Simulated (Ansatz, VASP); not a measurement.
**GaAs in VASP and in Ansatz**

```
Ga As
1.0
     0.00000    2.83306    2.83306
     2.83306    0.00000    2.83306
     2.83306    2.83306    0.00000
Ga As
1 1
Direct
  0.00000 0.00000 0.00000
  0.75000 0.75000 0.75000
```

Alike in both runs: task single point; functional r2SCAN; k mesh 8 × 8 × 8; occupations gaussian, width 0.02 eV; no spin polarisation.

```csv
,VASP,Ansatz
version,VASP 6.6.1,Ansatz 0.2.0
potentials or method,"VASP PAW PBE potentials, release 64 (Ga_d, As)","scalar-relativistic, plane waves, PAW"
plane-wave cutoff (eV),520,500
valence electrons in the cell,18,28
```

|  | VASP | Ansatz | Ansatz less VASP |
| --- | --- | --- | --- |
| gap on the k mesh at the Fermi level (eV) | 0.94 | 0.96 | +0.019 |
| least direct gap on the mesh (eV) | 0.94 | 0.96 | +0.019 |
| pressure (GPa) | 0.1 | 0.0 | -0.12 |

The functional is the same, so the differences come from potentials, cutoffs and numerics. The two sets of potentials don't hold the same shells in valence.

Caveats: the PAW data sets were made with another functional, which shifts forces and pressure a little (VASP). r2SCAN opens gaps a little over a GGA but as a rule still falls short of measured ones. A k mesh can miss the band edges.
